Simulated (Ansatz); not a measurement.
# CdSe (Fm-3m): scan of the energy under strain, by script

What does a strain cost in CdSe (Fm-3m)? Wanted for CdSe (Fm-3m): a scan of the energy under strain.

Program: the Python package of Ansatz 0.2.0. Level of theory: DFT LDA, plane waves, PAW. These are calculated values, not measurements.

## (1) The structure

It takes space group Fm-3m (No. 225, cubic). The conventional cell has a = 5.748 Å, b = 5.748 Å, c = 5.748 Å, α = 90.00°, β = 90.00°, γ = 90.00°. Cd (site symmetry m-3m) is surrounded by 6 Se at 2.87 Å. Se (site symmetry m-3m) has 6 Cd at 2.87 Å as nearest neighbours.

The script holds or builds the structure itself.

## (2) The script

Input file run_strain.py:

```python
"""A shear strain scan of CdSe."""

import warnings

import ansatz
import numpy as np

XC = "lda"
FILLING = "fermi_dirac"
WIDTH_EV = 0.05
CUTOFF_EV = 520
KMESH = (6, 6, 6)

VECTORS = np.array([
    [0.0, 2.873958, 2.873958],
    [2.873958, 0.0, 2.873958],
    [2.873958, 2.873958, 0.0],
])
SITES = [
    ("Cd", [0.0, 0.0, 0.0]),
    ("Se", [0.5, 0.5, 0.5]),
]


def build(cell):
    crystal = ansatz.Crystal(lattice=ansatz.Lattice.of(cell))
    for symbol, position in SITES:
        crystal = crystal.atom(symbol, position)
    return crystal

warnings.simplefilter("ignore", ansatz.DeckWarning)

# clamped ions: the fractional positions stay as typed
values = np.linspace(-0.01, 0.01, 5)
energies = []
for d in values:
    strain = np.array([[0, d / 2, 0], [d / 2, 0, 0], [0, 0, 0]])
    cell = VECTORS @ (np.eye(3) + strain)
    base = build(cell).calculation()
    base = base.functional(XC)
    base = base.pseudopotentials("paw")
    base = base.occupations(FILLING, width=WIDTH_EV).basis(CUTOFF_EV)
    base = base.kpoints(*KMESH)
    base = base.stress()
    report = base.run().report
    energies.append(report["free_energy_ev"] / len(SITES))
    s = report["stress_gpa"]
    print(f"d = {d:+.4f}  stress xx yy zz xy (GPa, compression positive): {s[0][0]:8.3f} {s[1][1]:8.3f} {s[2][2]:8.3f} {s[0][1]:8.3f}")
energies = np.array(energies)

for value, e in zip(values, energies):
    print(f"strain {value:7.3f}   E - Emin = {1000 * (e - energies.min()):9.3f} meV/atom")
np.savetxt("strain.csv", np.column_stack([values, energies]), fmt="%.6f", delimiter=",", header="strain,energy_eV_per_atom")
curvature = 2 * np.polyfit(values, energies, 3)[1]
volume = abs(np.linalg.det(VECTORS)) / len(SITES)
print(f"d2E/dd2 over the volume: {curvature / volume * 160.21766:.1f} GPa")
```

## (3) The calls as engine input

The package turns the script's settings into the engine's input (first run):

```yaml
crystal:
  lattice:
    - [-0.01436979, 2.873958, 2.873958]
    - [2.873958, -0.01436979, 2.873958]
    - [2.85958821, 2.85958821, 0.0]
  atoms:
    - { symbol: Cd, position: [0.0, 0.0, 0.0] }
    - { symbol: Se, position: [0.5, 0.5, 0.5] }
basis:
  ecutwfc: 520.0
kpoints:
  mp_grid:
    grid: [6, 6, 6]
hamiltonian:
  xc: lda
  pseudopotentials:
    kind: paw
scf:
  occupations:
    method: fermi_dirac
    width: 0.05
output:
  stress: true
```

## (4) Launch

Run with:

```sh
$ python run_strain.py
```

The log of the run:

```text
d = -0.0100  stress xx yy zz xy (GPa, compression positive):   -5.918   -5.918   -5.914    0.247
d = -0.0050  stress xx yy zz xy (GPa, compression positive):   -5.917   -5.917   -5.916    0.123
d = +0.0000  stress xx yy zz xy (GPa, compression positive):   -5.917   -5.917   -5.917    0.000
d = +0.0050  stress xx yy zz xy (GPa, compression positive):   -5.917   -5.917   -5.916   -0.123
d = +0.0100  stress xx yy zz xy (GPa, compression positive):   -5.918   -5.918   -5.914   -0.247
strain  -0.010   E - Emin =     0.160 meV/atom
strain  -0.005   E - Emin =     0.039 meV/atom
strain   0.000   E - Emin =     0.000 meV/atom
strain   0.005   E - Emin =     0.039 meV/atom
strain   0.010   E - Emin =     0.160 meV/atom
d2E/dd2 over the volume: 21.6 GPa
```

Run time: 14 s. Hardware: 1 thread of Arm Neoverse V1, shared host; peak memory 0.43 GiB.

It wrote strain.csv:

```csv
# strain,energy_eV_per_atom
-0.010000,-6750.992268
-0.005000,-6750.992388
0.000000,-6750.992428
0.005000,-6750.992388
0.010000,-6750.992268
```

## (5) Inputs of later runs

The engine's inputs for some of the other runs:

Run 2, against run 1:

```diff
@@ -3,3 +3,3 @@
-    - [-0.01436979, 2.873958, 2.873958]
-    - [2.873958, -0.01436979, 2.873958]
-    - [2.85958821, 2.85958821, 0.0]
+    - [-0.007184895, 2.873958, 2.873958]
+    - [2.873958, -0.007184895, 2.873958]
+    - [2.866773105, 2.866773105, 0.0]
```

Run 4, against run 1:

```diff
@@ -3,3 +3,3 @@
-    - [-0.01436979, 2.873958, 2.873958]
-    - [2.873958, -0.01436979, 2.873958]
-    - [2.85958821, 2.85958821, 0.0]
+    - [0.007184894999999999, 2.873958, 2.873958]
+    - [2.873958, 0.007184894999999999, 2.873958]
+    - [2.881142895, 2.881142895, 0.0]
```

Run 5, against run 1:

```diff
@@ -3,3 +3,3 @@
-    - [-0.01436979, 2.873958, 2.873958]
-    - [2.873958, -0.01436979, 2.873958]
-    - [2.85958821, 2.85958821, 0.0]
+    - [0.01436979, 2.873958, 2.873958]
+    - [2.873958, 0.01436979, 2.873958]
+    - [2.88832779, 2.88832779, 0.0]
```

Lines on the test bed's own set-up are left out of the output.

## (6) Run by run

One row for each of the 5 runs:

```csv
run,strain,energy from run 3 (meV/atom),pressure (GPa),SCF cycles,CPU time (s)
1,-0.010,0.16,-5.92,6,2.9
2,-0.005,0.04,-5.92,6,2.7
3,0.000,0.00,-5.92,6,1.1
4,0.005,0.04,-5.92,6,2.8
5,0.010,0.16,-5.92,6,2.8
```

Energies are free energies F = E - TS of the smeared occupations. 

## (7) What came out

```
                  quantity          value
curvature under the strain       21.6 GPa
             runs compared              5
           range of energy  0.16 meV/atom
      lowest point, strain          0.000
```

In words: Against the unstrained cell the energy per atom changes by +0.16 meV at one end of the scan and +0.16 meV at the other, and its second derivative over the volume is 21.6 GPa. Notes:
- For a metal this k-point mesh is coarse: on a finer one energies can move by several to tens of meV an atom and pressures by half a GPa or more, differences at one mesh by less.
- The curvature belongs to this strain pattern and to the cell's stress; it equals a single elastic constant only for simple patterns.
- In a metal a curvature from energy changes of a few meV or less hangs on mesh and smearing, in size and even in sign.
- At these settings the cell as given stands under about -6 GPa, so it isn't at this functional's equilibrium volume.
- The structure comes from a database of computed cells and needn't be a stable or known phase.
- The ions keep their fractional positions (clamped ions).
